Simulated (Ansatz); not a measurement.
# A vacancy of Ga at several sites of random wurtzite alloy of AlN and GaN (72 atoms), part 2 of 2

At which site of random wurtzite alloy of AlN and GaN (72 atoms) does a vacancy of Ga cost least, and what about the site decides it?

Ansatz 0.2.0; Kohn-Sham DFT, PBE, PAW (set soft_2), plane waves.

The cell: 22 Ga, 36 N and 14 Al. Sampling is at Γ alone, for a cell whose shortest periodic width is 8 Å.

So far. Step 2 (Single point at the start): The r.m.s. force at the start is 0.61 eV/Å. Step 3 (Relaxation): The relaxation converged after 4 steps, 1.77 eV below its start, with a largest force component of 0.044 eV/Å.

## 4. Single point at the relaxed geometry

The electronic structure is read at the final geometry, in a run of its own.

input.yaml

```yaml
crystal:
  lattice:
    - [9.4773, 0.0, 0.0]
    - [-4.73865, 8.20758, 0.0]
    - [0.0, 0.0, 10.2122]
  atoms:
    - { symbol: Ga, position: [0.00255, 0.00197, 0.00068] }
    - { symbol: "N", position: [0.11717, 0.22626, 0.06396] }
    - { symbol: Al, position: [0.11339, 0.22315, 0.24943] }
    - { symbol: "N", position: [0.00647, 0.00399, 0.30626] }
    - { symbol: Ga, position: [0.001, 0.0016, 0.49835] }
    - { symbol: "N", position: [0.11264, 0.22313, 0.56655] }
    [... 60 atom lines left out ...]
    - { symbol: Ga, position: [0.77835, 0.8872, 0.25073] }
    - { symbol: "N", position: [0.66382, 0.66072, 0.31272] }
    - { symbol: Al, position: [0.6662, 0.66567, 0.49946] }
    - { symbol: "N", position: [0.77578, 0.88372, 0.55649] }
    - { symbol: Ga, position: [0.779, 0.88877, 0.74809] }
    - { symbol: "N", position: [0.6688, 0.6641, 0.80942] }
kpoints:
  mp_grid: { grid: [1, 1, 1] }
hamiltonian:
  xc: pbe
scf:
  occupations: { method: fermi_dirac, width: 0.025 }
output:
  forces: true
  stress: true
  populations: true
  dos:
    method: { smearing: { sigma: 0.15 } }
    de: 0.1
    projected: { site_lists: { Al: [Al], Ga: [Ga], "N": ["N"] } }
  eigenvalues: true
  write_density: true
  write_potential: true
  volumetric_format: npy
  elf: true
```

The run is started by

```sh
$ ansatz run input.yaml --threads 4 --pin off --max-ram 8192MiB --backend cpu --events-out ev --progress --plain --runs-dir out
```

Numbers of over 12 decimals in the logs are rounded to 6 here.

Log:

```text
[...]
Crystal: 72 atoms, lattice volume = 794.363 Å³
Basis set: ecut = 420 eV, 15467 PW (Γ), exchange–correlation on 128×128×144 points (8 copies of the dense FFT grid, shifted against one another)
Bands: 326, of which v1, the nominal top of the filled ones, is band 254 counted from 1 (253 counted from 0)
Symmetry: 1 space group operations
[...]
k-points: 1
[...]
SCF iter   1: F=—  HF=-104628.550267 eV  |F-HF|=—  |Δ(HF+E_count)|=         —  Δρ=4.95e-3  dr2=1.83e-1  ethr=1.77e-3  ⟨swp⟩=6.0  Hψ=1267  notcnv=0  defer=5
[...]
SCF iter   8: F=-104628.513958 eV  HF=-104628.513958 eV  |F-HF|=1.82e-8  |Δ(HF+E_count)|=   2.64e-7  Δρ=3.02e-6  dr2=7.71e-8  ethr=1.97e-11  ⟨swp⟩=16.0  Hψ=2723  notcnv=0
SCF 1 converged in 8 iterations: F = -104628.513958 eV  dr2 = 7.71e-8
[...]
SCF converged after 8 iterations
Free energy (F): -104628.513958 eV
[...]
Internal energy: -104628.513958 eV  (E = F + TS)
E sigma→0 (E₀):  -104628.513958 eV
Fermi energy:    10.173768 eV
[...]
--- Forces (eV/Å), atoms counted from 1 ---
  atom   1  Ga     0.01613103     0.01687851     0.01564117
  atom   2  N     -0.02580668    -0.03554560    -0.02018397
  atom   3  Al     0.01922111     0.00581125    -0.01615252
  atom   4  N     -0.01619239    -0.00676676    -0.00442479
  atom   5  Ga     0.00877874     0.01228514     0.00302676
  atom   6  N     -0.01040213    -0.00931250     0.00443578
  atom   7  Al     0.01250477     0.00040238    -0.00364296
  atom   8  N     -0.00206924    -0.00668231    -0.00456001
  atom   9  Ga     0.00986831    -0.00856320    -0.01223542
  atom  10  N     -0.01038427     0.00082278     0.00208195
  atom  11  Ga     0.00357709    -0.00376965     0.01743347
  atom  12  N     -0.00659678     0.00374198     0.00071026
  atom  13  Ga     0.02169281    -0.00630393     0.00656807
  atom  14  N     -0.00795840     0.00712081    -0.01078279
[...]
atom  71  Ga     0.00592050    -0.00814696    -0.00664633
  atom  72  N      0.01142159     0.01515642     0.01354004
  max |Σ_I F_I| component: 6.17e-5 eV/Å
--- Stress (GPa, compression-positive) ---
        5.436814       0.000016      -0.012005
        0.000017       5.434234      -0.009391
       -0.012003      -0.009408       4.235206
  P = ⅓ Tr σ = 5.0354 GPa (50.354 kbar)
--- Band table (eV) ---
[...]
--- Löwdin populations: 72 sites ---
  site symbol       q [e]
     0     Ga     12.2250
     1      N      5.9031
     2     Al      1.8641
[...]
71      N      5.8274
  spilling = 0.003388 (of n_electrons = 508.000000)
```

It took 14 s on 4 threads of Arm Neoverse V1, shared host; peak memory 1.1 GiB; 51 s of CPU time.

Read from the output:

| Quantity | Value |
| --- | --- |
| free energy | -104628.5140 eV |
| free energy per atom | -1453.1738 eV/atom |
| SCF cycles | 8 |
| pressure | 5.035 GPa |
| r.m.s. force component | 0.01294 eV/Å |
| longest force | 0.04834 eV/Å |
| Fermi energy | 10.17 eV |
| gap (highest filled to lowest empty level) | 2.698 eV |
| spilling of the projection | 0.003388 |

Löwdin charges by element (they lack the spilled electrons, 0.024 e an atom on average):

```tsv
element	coordination	atoms	mean charge (e)	spread	least	most
Al	all	14	1.13	0.0057	1.12	1.14
Ga	all	22	0.777	0.0057	0.765	0.788
N	all	36	-0.867	0.0705	-1.04	-0.752
```

Charge against the make-up of the first shell:

```tsv
Ga neighbours of N	atoms	mean charge (e)
0	1	-1.04
1	4	-0.97
2	15	-0.899
3	10	-0.828
4	6	-0.755
```

Density of states as counts of states in windows of 1 eV (from the Fermi level), total and the larger projections:

```tsv
from (eV)	to (eV)	total	N p	Ga p	Ga s	Al p	N s	Ga d
-14	-13	35.6	0.7	2.7	0.9	1.8	8.6	20.3
-13	-12	17.5	0.1	1.9	0.2	0.5	6.2	8.3
-12	-9	0.0	0.0	0.0	0.0	0.0	0.0	0.0
-9	-8	1.2	0.6	0.2	0.2	0.1	0.0	0.0
-8	-7	9.8	5.4	0.4	3.1	0.3	0.2	0.1
-7	-6	46.3	26.8	4.3	7.0	2.5	2.6	0.6
-6	-5	26.5	16.7	3.6	1.1	2.1	1.1	0.3
-5	-4	17.0	11.8	1.4	0.6	0.8	1.1	0.3
-4	-3	40.2	31.7	4.2	0.4	2.5	0.4	0.4
-3	-2	54.8	46.2	4.8	0.2	2.2	0.1	0.8
-2	-1	20.1	18.3	0.9	0.0	0.2	0.0	0.4
-1	1	0.0	0.0	0.0	0.0	0.0	0.0	0.0
1	2	2.0	0.1	0.0	0.7	0.0	0.9	0.0
2	3	0.0	0.0	0.0	0.0	0.0	0.0	0.0
3	4	28.7	3.3	7.4	4.2	4.8	6.0	0.0
4	5	27.1	2.8	7.4	3.8	4.2	5.3	0.0
```

Between -18 and -14 eV lie 239 more states.

The levels nearest the highest filled one (over half full), pooled over k-points and spins:

```tsv
level less the highest filled one (eV)	occupation
-0.514	2
-0.393	2
-0.366	2
-0.0387	2
-0.0191	2
0	2
2.70	0
4.81	0
4.83	0
4.91	0
4.99	0
5.02	0
```

ELF in the ac plane at fractional y = 0.000, with atoms of Ga and N and Al within 0.2 Å of it. It is the smooth field of the valence electrons, not physical close to the nuclei.

Ten even steps from '_' (0.02) to '@' (0.87), each cell a mean:
```
____::::--==--________::--==--::..____..::::--::::..__
::::::..____::==####**--..____..::::::::::..____..::::
%%##++::__..==%%@@@@@@**::____--**##%%##++::____--**##
**%%##==..::**%%**++%%%%==..::++%%##**%%##==..::**%%##
..##%%==..::**%%++::##%%==..::**@@++..##%%==..::**@@==
##%%##--::::==%%%%%%%%**--::::++%%%%##%%##--::::==%%%%
****--::::::::==****++--::::::::++******==::::::::++**
........::............................................
____..::==--::..______..::----::________..::----::____
....--++****==::......::++****==::......::++**++==::..
....--**####==::......::++##**==::......::++##**==::..
..__::==****--..__..__::==**++--..__..__::==**++--..__
____::::--::::..______::::--::::..____..::::--::::..__
::::::..____..::::::::::..____..::::::::::..____..::::
####++::__..--**####**==..____--**##%%##++::____--++##
**%%%%++..::##%%##**%%##--..::**%%##**%%##==....++%%%%
..##@@##::==%%@@==::##%%==..::**@@==..##%%==..::**%%++
##@@@@##..--%%@@%%##%%##--::::++%%%%##%%##--::::==%%%%
####**--....==**####**--::::::::++******==::::::::++**
::......::::....::::..................................
____..--++++--..______..--==--::..______..::==--::..__
....--++####**==..__::++**##**==::......--++****==::..
....::++##%%%%++____..##%%%%##==::......--**####==::..
..__::==**####::______++%%##**--..__..__::==**++--..__
```
Columns run along a (9.5 Å), rows up along c (10.2 Å). Atoms in or near the plane, at fractional coordinates: Ga at (0.00, 0.00), N at (0.01, 0.31), Ga at (0.00, 0.50), N at (0.00, 0.81), Al at (0.33, 0.00), N at (0.33, 0.31), Ga at (0.33, 0.50), N at (0.34, 0.82), Ga at (0.67, 0.00), N at (0.67, 0.31), Ga at (0.67, 0.50), N at (0.67, 0.81).

Electrostatic potential energy in the ac plane at fractional y = 0.000, with atoms of Ga and N and Al within 0.2 Å of it. With pseudopotentials it is smooth inside the atoms' cores, unlike the true potential.

Values in eV, 13 rows by 16 columns, each cell a mean:
```
-11  -1  11   9  -3  -2  -2   9  11  -1 -11  -9   5  11   5  -9
 -9   9  11  11   3 -15   3  11  11   9  -9  -2  11  12  11  -2
-35   2   5   6 -10 -35 -10   6   5   2 -36 -26   7   5   7 -26
  7   9   2   4  10   8  10   4   2   9   6   8   7   1   7   8
 11  11  11  11  11  11  11  11  11  11  10  11  11  10  11  11
 -7   4  10  10  -1  -8  -1  10  11   3  -7  -5   8  11   8  -5
-12  -5  10   7 -11 -11 -11   7  10  -6 -12 -12   2  11   2 -12
 -3   6  11  11   3  -4   3  11  11   6  -3   0   9  12   9  -1
-29   3   9  10  -8 -31  -3  10  10   5 -30 -20  10   9  10 -16
-19   4   1   3  -3 -21   1   3   1   5 -16  -8   6   1   6  -8
 12  10   7   8  11  12  11   8   7  11  12  12  10   7   9  12
  3   9  11  11   7   3   7  11  11   9   4   5  11  11  11   5
-12  -4  10   8  -4   1  -4   8  10  -4 -12 -11   3  10   3 -12
```
Columns run along a (9.5 Å; values clipped at the 3rd and 97th percentile), rows up along c (10.2 Å). Atoms in or near the plane, at fractional coordinates: Ga at (0.00, 0.00), N at (0.01, 0.31), Ga at (0.00, 0.50), N at (0.00, 0.81), Al at (0.33, 0.00), N at (0.33, 0.31), Ga at (0.33, 0.50), N at (0.34, 0.82), Ga at (0.67, 0.00), N at (0.67, 0.31), Ga at (0.67, 0.50), N at (0.67, 0.81).

Between filled and empty levels lie 2.70 eV at Γ alone; the mesh holds the band edges only if they fold onto it, so the gap at this level can be narrower or closed, while semilocal functionals tend to narrow gaps against experiment. Mean Löwdin charges: Al +1.13, Ga +0.78, N -0.87 e (they miss 0.34 % of the electrons, so they add up to more than the cell's charge). The charge on N changes by +0.072 e for each Ga neighbour that takes the place of another kind, on average. The largest share in the top eV of filled states is N p (91 % of the projected weight), and in the lowest eV of empty states N s (47 % of the projected weight).

## 5. Vacancy of Ga, site Ga9

The site has 4 bonded neighbours (N4) at 1.95 Å on average, by cutoffs that count no bonds between two metal atoms or like ions. The change is made in the relaxed cell and the atoms are relaxed again, with spin allowed.

input.yaml

```yaml
crystal:
  lattice:
    - [9.4773, 0.0, 0.0]
    - [-4.73865, 8.20758, 0.0]
    - [0.0, 0.0, 10.2122]
  atoms:
    [... atom lines 1 to 5 left out ...]
    - { symbol: "N", position: [0.11264, 0.22313, 0.56655] }
    - { symbol: Al, position: [0.11387, 0.22451, 0.75208] }
    - { symbol: "N", position: [0.00288, 0.00628, 0.80956] }
    - { symbol: "N", position: [0.11129, 0.5562, 0.06084], spin: 0.6 }
    - { symbol: Ga, position: [0.11191, 0.55652, 0.25064] }
    - { symbol: "N", position: [0.00294, 0.33055, 0.30924] }
    - { symbol: Ga, position: [0.00202, 0.33483, 0.50066] }
    [... atom lines 13 to 71 left out ...]
magnetization:
  spin_polarized: true
kpoints:
  mp_grid: { grid: [1, 1, 1] }
hamiltonian:
  xc: pbe
scf:
  occupations: { method: fermi_dirac, width: 0.025 }
  lower_state_search: "off"
output:
  forces: true
  eigenvalues: true
relax:
  f_tol: 0.05
  max_steps: 90
```

Log:

```text
[...]
Crystal: 71 atoms, lattice volume = 794.363 Å³
Basis set: ecut = 420 eV, 15467 PW (Γ), exchange–correlation on 128×128×144 points (8 copies of the dense FFT grid, shifted against one another)
Bands: 320, of which v1, the nominal top of the filled ones, is band 248 counted from 1 (247 counted from 0)
Symmetry: 1 space group operations
[...]
k-points: 1
[...]
Starting moments: Σ|m| = 2.4 μB on 4 of 71 sites
[...]
SCF iter   1: F=—  HF=-100872.314177 eV  |F-HF|=—  |Δ(HF+E_count)|=         —  Δρ=6.12e-2 (↑6.01e-2 ↓6.12e-2)  dr2=1.18e2  dr2_m=6.53e-1  M=2.959 μB ∫|m|=3.150 μB  β_m=1.00  ethr=3.10e-3  ⟨swp⟩=6.0  Hψ=2463  notcnv=0  defer=5
[...]
spin=Collinear: Resta preconditioning applied to the charge; magnetization (m = ρ↑ − ρ↓) channel mixes plain (no charge-response kernel on spin).
SCF iter   2: F=—  HF=-100847.796038 eV  |F-HF|=—  |Δ(HF+E_count)|=    2.45e1  Δρ=3.32e-2 (↑3.31e-2 ↓3.32e-2)  dr2=3.42e1  dr2_m=1.58e-2  M=3.000 μB ∫|m|=3.246 μB  β_m=1.00  ethr=3.10e-3  ⟨swp⟩=2.0  Hψ=1236  notcnv=0  defer=132
[...]
SCF iter   8: F=—  HF=-100838.592409 eV  |F-HF|=—  |Δ(HF+E_count)|=   3.45e-3  Δρ=4.05e-4 (↑4.05e-4 ↓3.49e-4)  dr2=5.91e-4  dr2_m=8.73e-4  M=3.000 μB ∫|m|=3.274 μB  β_m=0.30  ethr=3.22e-7  ⟨swp⟩=2.0  Hψ=936  notcnv=0  defer=136
[...]
spin-set hold released at iteration 8 (site moments contracting): the magnetisation degrees of freedom join the quasi-Newton model from the next iteration; the mixer history was flushed
SCF iter   9: F=—  HF=-100838.594001 eV  |F-HF|=—  |Δ(HF+E_count)|=   1.59e-3  Δρ=3.05e-4 (↑3.05e-4 ↓2.91e-4)  dr2=3.26e-4  dr2_m=5.55e-4  M=3.000 μB ∫|m|=3.276 μB  β_m=0.65  ethr=1.19e-7  ⟨swp⟩=2.0  Hψ=936  notcnv=0  defer=136
[...]
SCF iter  11: F=-100838.595988 eV  HF=-100838.596002 eV  |F-HF|=1.42e-5  |Δ(HF+E_count)|=   2.02e-5  Δρ=3.56e-5 (↑1.29e-5 ↓3.56e-5)  dr2=2.44e-5  dr2_m=1.87e-6  M=3.000 μB ∫|m|=3.286 μB  ethr=7.31e-9  ⟨swp⟩=15.5  Hψ=3352  notcnv=0
SCF 1 converged in 11 iterations: F = -100838.595988 eV  dr2 = 2.44e-5
[...]
relax step   1: F+E_penalty+E_count = -100838.59598756 eV  Δ(F+E_penalty+E_count) = +0.000e0 eV  max|allowed force component| = 1.294e0 eV/Å  Δτ_max = 0.0000 Å  (11 SCF iters, dr2 threshold 6.25e-5 eV, accepted)
[...]
relax step   2: F+E_penalty+E_count = -100838.99104014 eV  Δ(F+E_penalty+E_count) = -3.951e-1 eV  max|allowed force component| = 4.691e-1 eV/Å  Δτ_max = 0.1135 Å  (6 SCF iters, dr2 threshold 1.00e-4 eV, accepted)
[...]
relax step   3: F+E_penalty+E_count = -100839.07269018 eV  Δ(F+E_penalty+E_count) = -8.165e-2 eV  max|allowed force component| = 1.242e-1 eV/Å  Δτ_max = 0.0582 Å  (7 SCF iters, dr2 threshold 1.38e-5 eV, accepted)
[...]
relax step   4: F+E_penalty+E_count = -100839.07921767 eV  Δ(F+E_penalty+E_count) = -6.527e-3 eV  max|allowed force component| = 3.503e-2 eV/Å  Δτ_max = 0.0149 Å  (8 SCF iters, accepted)
SCF converged after 8 iterations
Magnetization: 3.0000 μB (249.0000 up, 246.0000 down)
Absolute magnetization: 3.3030 μB (∫|ρ↑−ρ↓|, with the PAW one-centre terms)
[...]
Per-site moments (μB) at R_I (Å): [(0.00293951, 0.783245), (0.415895, 0.764248), (5.9526996517192e-5, 0.770929), (0.014783, 0.780798), (0.00108607, 0.796708), [...]
Free energy (F): -100839.079218 eV
[...]
Internal energy: -100839.079212 eV  (E = F + TS)
E sigma→0 (E₀):  -100839.079215 eV
Entropy (-TS):   -0.000006 eV (-0.000 meV/atom)
Fermi energy:    8.743140 eV
[...]
--- Forces (eV/Å), atoms counted from 1 ---
  atom   1  Ga     0.01436108     0.01300268     0.00413431
  atom   2  N     -0.01211015    -0.03503258     0.00936605
  atom   3  Al    -0.00762456     0.00670991    -0.00106971
  atom   4  N      0.00777949     0.00638167    -0.01458241
  atom   5  Ga    -0.00200242    -0.00082616     0.00133014
  atom   6  N     -0.01232562     0.00423354     0.02088629
  atom   7  Al     0.00742669     0.00443535    -0.00482531
  atom   8  N     -0.00215909    -0.01356290    -0.00201597
  atom   9  N     -0.00222651     0.02040859     0.01520584
  atom  10  Ga    -0.00148399    -0.01040467    -0.00725615
  atom  11  N      0.00377764     0.00035303     0.01674027
  atom  12  Ga     0.00437841     0.00273147     0.00162882
  atom  13  N     -0.00094523    -0.01075319     0.01989003
  atom  14  Al     0.00442335     0.00144595    -0.00021379
[...]
atom  70  Ga    -0.00120264     0.00058724    -0.00757974
  atom  71  N      0.00556795     0.00471731    -0.00008542
  max |Σ_I F_I| component: 1.62e-4 eV/Å
--- Band table (eV) ---
[...]
--- Relaxed structure (4 steps of the walk, 4 accepted, 0 SCFs on fresh bases) ---
  F+E_penalty+E_count = -100839.07921767 eV   max|allowed force component| = 3.503e-2 eV/Å
  atoms:
    - { symbol: Ga, position: [0.000248309, 0.00252026, -0.000606626] }
    - { symbol: N, position: [0.127050, 0.216056, 0.068471] }
    - { symbol: Al, position: [0.113320, 0.222934, 0.250701] }
    - { symbol: N, position: [0.00601278, 0.00326882, 0.307594] }
[...]
- { symbol: N, position: [0.668934, 0.664424, 0.809547] }
```

Run time: 83 s. Hardware: 4 threads; peak memory 1.6 GiB; 5.3 min of CPU time.

The relaxation converged after 4 steps, 0.483 eV below its start, with a largest force component of 0.035 eV/Å.

The surroundings of the place of the removed atom, after relaxation: 10 atoms, nearest first, with positions taken from that point. Atoms keep their numbers of the cell before the removal, where the removed atom was number 9.

```tsv
atom	x	y	z	distance (Å)	bonds	moment (μB)
N10	-0.02	1.95	0.67	2.06	3	0.46
N50	-1.78	-0.96	0.64	2.12	3	0.42
N2	1.75	-0.97	0.72	2.12	3	0.42
N16	0.03	0.03	-2.14	2.14	3	0.43
Al7	1.60	-0.91	-2.49	3.10	4	0.00
Ga55	-1.61	-0.89	-2.50	3.10	4	0.00
Ga51	-1.59	-0.89	2.55	3.13	4	0.00
Ga1	1.56	-2.72	0.01	3.13	4	0.00
Ga41	1.59	2.70	-0.01	3.13	4	0.00
Al15	-0.02	1.85	-2.54	3.14	4	0.00
```

The column of bonds counts only the pairs N-Ga within 2.38 Å, N-Al within 2.33 Å; other neighbours, such as metal atoms beside each other in a compound, aren't counted, and periodic images can show an atom twice.

The largest move is 0.18 Å, by N16.

## 6. Vacancy of Ga, site Ga21

The site has 4 bonded neighbours (N4) at 1.95 Å on average. 

Input and log are left out; they have the form of those shown for this kind of step.

It took 87 s on 4 threads of Arm Neoverse V1, shared host; peak memory 1.6 GiB; 5.7 min of CPU time.

The relaxation converged after 4 steps, 0.510 eV below its start, with a largest force component of 0.025 eV/Å.

## 7. Vacancy of Ga, site Ga41

The site has 4 bonded neighbours (N4) at 1.95 Å on average. 

Input and log are left out; they have the form of those shown for this kind of step.

The job ended after 87 s (4 threads of Arm Neoverse V1, shared host; peak memory 1.6 GiB).

The relaxation converged after 4 steps, 0.467 eV below its start, with a largest force component of 0.048 eV/Å.

The surroundings of the place of the removed atom, after relaxation: 10 atoms, nearest first, with positions taken from that point. Atoms keep their numbers of the cell before the removal, where the removed atom was number 41.

```tsv
atom	x	y	z	distance (Å)	bonds	moment (μB)
N10	-1.68	-0.96	0.65	2.04	3	0.46
N42	-0.05	2.00	0.65	2.10	3	0.42
N34	1.72	-1.04	0.74	2.14	3	0.42
N48	-0.06	-0.02	-2.14	2.14	3	0.44
Ga43	-0.02	1.80	2.55	3.12	4	0.00
Ga39	1.58	-0.93	-2.53	3.13	4	0.00
Ga11	-1.56	-0.89	2.56	3.13	4	0.00
Ga65	3.13	0.00	0.00	3.13	4	0.00
Ga47	-0.04	1.85	-2.53	3.13	4	0.00
Ga9	-1.55	-2.72	-0.03	3.13	4	0.00
```

The column of bonds counts only the pairs N-Ga within 2.38 Å, N-Al within 2.33 Å; other neighbours, such as metal atoms beside each other in a compound, aren't counted, and periodic images can show an atom twice.

The largest move is 0.19 Å, by N48.

## 8. The sites compared

All these cells hold the same atoms, so their energies can be compared with no chemical potential.

```tsv
site	neighbours	mean distance (Å)	atoms within 6 Å	energy over the best site (eV)	before relaxation (eV)	gain on relaxing (eV)	moment (μB)
Ga21	N4	1.95	80	0.00	0.02	0.51	3.0
Ga41	N4	1.95	82	0.02	0.00	0.47	3.0
Ga9	N4	1.95	81	0.02	0.02	0.48	3.0
```

Neighbours are those of the relaxed host within 2.38 Å (N-Ga); other pairs aren't counted.

## 9. What came out

The cheapest site is Ga21 (4 neighbours, N4); the dearest, Ga9 (4 neighbours, N4), costs 0.021 eV more, a spread under the thermal energy at room temperature. Relaxation changes the order: the best site before relaxing was Ga41.

**Limits.** Defects are neutral and interact with their images. The reference ran with fermi-dirac smearing of 0.025 eV, but 3 of the 3 defect cells with fermi-dirac smearing of 0.025 eV, spin polarised. In the spin-polarised runs the search for a state of lower energy was switched off. Only 3 of the 22 Ga sites were tried; unless symmetry makes the others alike to these, a cheaper one may exist. A local or semilocal functional tends to spread out the unpaired spin of such defects. The host structure and its lattice constant were typed by rule, without a check against the phase diagram. The pressure of 5.0 GPa shows the cell to be compressed for this functional.

The DFT runs together took 5.1 min of wall time.

[Logs are printed without paths, hosts, clocks, repeated set-up lines and the standing remarks that a program may print on its own settings, such as how far it seeks lower states.]

[Hosts, paths, dates, database ids (printed as entryN), source tags and the programs' standing remarks are cut or masked in the printed files.]
